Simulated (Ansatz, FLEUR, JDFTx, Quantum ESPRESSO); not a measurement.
Al: 5 runs at one level of theory

```xyz
1
Lattice="0.0000 2.0248 2.0248 2.0248 0.0000 2.0248 2.0248 2.0248 0.0000" Properties=species:S:1:pos:R:3 pbc="T T T"
Al    0.0000    0.0000    0.0000
```

Alike in all runs: task equation of state; functional PBEsol; k mesh 11 × 11 × 11; occupations fermi-dirac, width 0.05 eV; no spin polarisation; no spin-orbit coupling.

```tsv
program and potentials	plane-wave cutoff (eV)	notes	equilibrium volume (Å³/atom)	bulk modulus (GPa)
Ansatz, PseudoDojo PBEsol stringent	544	-	16.18	84.1
Ansatz, all-electron LAPW, scalar-relativistic	-	-	16.20	83.1
FLEUR, all-electron, FLAPW	-	-	16.21	83.1
Quantum ESPRESSO, PseudoDojo 0.4.1 SR PBEsol standard	544	-	16.18	84.1
JDFTx, PseudoDojo-SR-PBEsol-0.4.1-standard	544	-	16.18	84.1
```

The equilibrium volume spans 16.18 (Ansatz, PseudoDojo PBEsol stringent) to 16.21 Å³/atom (FLEUR, all-electron, FLAPW), with all-electron results at 16.20 to 16.21. The bulk modulus spans 83.1 (FLEUR, all-electron, FLAPW) to 84.1 GPa (Ansatz, PseudoDojo PBEsol stringent), with all-electron results at 83.1. For a metal such a mesh isn't converged, which the comparison doesn't need.

Differences between rows come from potentials, basis sets and numerical settings, since the functional is the same but for its coding. Runs on potential files found faulty are left out.
